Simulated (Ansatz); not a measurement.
The system is Al.

```xyz
2
Lattice="4.5467 0.0000 0.0000 -2.2734 3.9376 0.0000 0.0000 0.0000 2.7539" Properties=species:S:1:pos:R:3 pbc="T T T"
Al    0.0000    2.6251    1.3770
Al    2.2734    1.3125    1.3770
```

The cell was built by a generator and needn't be a form met in nature.

```yaml
Program: Ansatz 0.2.0
Task: relaxation of cell and atoms
Functional: B3LYP
Potentials_or_basis: Ansatz PAW
Cutoff: "420 eV (not typed: the program's choice for these potentials)"
k_mesh: 4 × 4 × 5
Occupations: fermi-dirac, width 0.05 eV
Spin: no spin polarisation
```

At the start: volume 24.65 Å³/atom.

Question: Where does the relaxation end?

Answer: It ends after 5 steps and the volume is 25.78 Å³/atom (+4.6 %); space group P6/mmm (No. 191, to 0.05 Å).

The path:
```
step  energy change (eV)  largest force (eV/Å)  volume (Å³)
   1              0.0000                0.0000        49.30
   2             -0.0200                0.0000        51.47
   3             -0.0204                0.0000        51.52
   4             -0.0204                0.0000        51.57
   5             -0.0212                0.0000        51.57
```

Final structure:
```
CELL_PARAMETERS angstrom
4.57842 0.00000 0.00000
-2.28921 3.96503 0.00000
0.00000 0.00000 2.84051
ATOMIC_POSITIONS crystal
Al 0.33333 0.66667 0.50000
Al 0.66667 0.33333 0.50000
```

Caveat: the k mesh is coarse (spacing up to 0.46 Å⁻¹), so the values aren't converged, least of all with exact exchange; the plane-wave basis is chosen anew once the cell has moved, so the energies of steps on either side of that aren't comparable; the PAW data sets come from PBE, with cores solved anew for the run's functional, which leaves a small shift of forces and pressure.
